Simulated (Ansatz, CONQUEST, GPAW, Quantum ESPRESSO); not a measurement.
## The band gap of ZnS, sorted by core time

```xyz
8
Lattice="3.8227 0.0000 0.0000 -1.9114 3.3106 0.0000 0.0000 0.0000 12.5200" Properties=species:S:1:pos:R:3 pbc="T T T"
Zn    1.9114    1.1035    9.3900
Zn    0.0000    2.2070    3.1300
Zn    0.0000    0.0000    6.2600
Zn    0.0000    0.0000    0.0000
S     1.9114    1.1035   11.7375
S     0.0000    2.2070    5.4775
S     0.0000    0.0000    8.6075
S     0.0000    0.0000    2.3475
```

```csv
rung,level,program and potentials,cutoff (eV),k mesh,task,core time,chip,band gap (eV),notes
GGA,RPBE,"Ansatz, Ansatz PAW",420,8 × 8 × 3,band structure,27 s,Intel Xeon 6975P-C Granite Rapids,2.30,"potentials made for PBE, which Ansatz adapts in part; 9 valence electrons an atom on average"
GGA,PBE,"Ansatz, Ansatz PAW",420,14 × 14 × 4,single point,53 s,Intel Xeon Platinum 8488C Sapphire Rapids,(a),9 valence electrons an atom on average
GGA,PBE,"CONQUEST, PseudoDojo NC PBE, SZP, grid cutoff 120 Ha",-,6 × 4 × 2,single point,57 s,Intel Xeon 6975P-C Granite Rapids,2.50,atomic basis; cell of 16 atoms; 13 valence electrons an atom on average
GGA,PBEsol,"Ansatz, Ansatz PAW",420,8 × 8 × 3,band structure,85 s,Arm Neoverse V2,1.99,"potentials made for PBE, which Ansatz adapts in part; 9 valence electrons an atom on average"
LDA,LDA,"GPAW, the program's PAW data sets (release 1.2.1) made for this functional",600,5 × 5 × 2,band structure,4.5 min,Intel Xeon 6975P-C Granite Rapids,1.87,9 valence electrons an atom on average
hybrid,PBE0,"Ansatz, Ansatz PAW",420,6 × 6 × 2,band structure,4.7 min,AMD EPYC 7R13 Zen 3,4.02,"potentials made for PBE, which Ansatz adapts in part; 9 valence electrons an atom on average"
GGA,PBEsol,"GPAW, PAW data sets generated for this functional",600,5 × 5 × 2,band structure,5.1 min,Intel Xeon 6975P-C Granite Rapids,(b),9 valence electrons an atom on average
LDA,LDA,"Quantum ESPRESSO, GBRV 1.5 LDA",612,8 × 8 × 3,band structure,12 min,Arm Neoverse V1,1.87,13 valence electrons an atom on average
```

Times are single runs on shared hosts and different chips, so they are rough; meshes, cutoffs and the tasks' sizes weigh on the time. All rows: no spin polarisation. Gaps are the least found on the k mesh or the band path, and a mesh can miss the band edges. The cell comes from a database and isn't always the measured one. Meshes differ between rows, which moves values too. All levels ran on this one cell, unrelaxed unless noted. Meshes are those of the run's cell of 8 atoms unless a note names another. Runs on faulty files, with rough fits or with known faults for this quantity aren't shown. No row holds spin-orbit coupling.

Task: Estimate the values left out from the other rows.

Result: (a) 2.13 eV; (b) 1.98 eV.
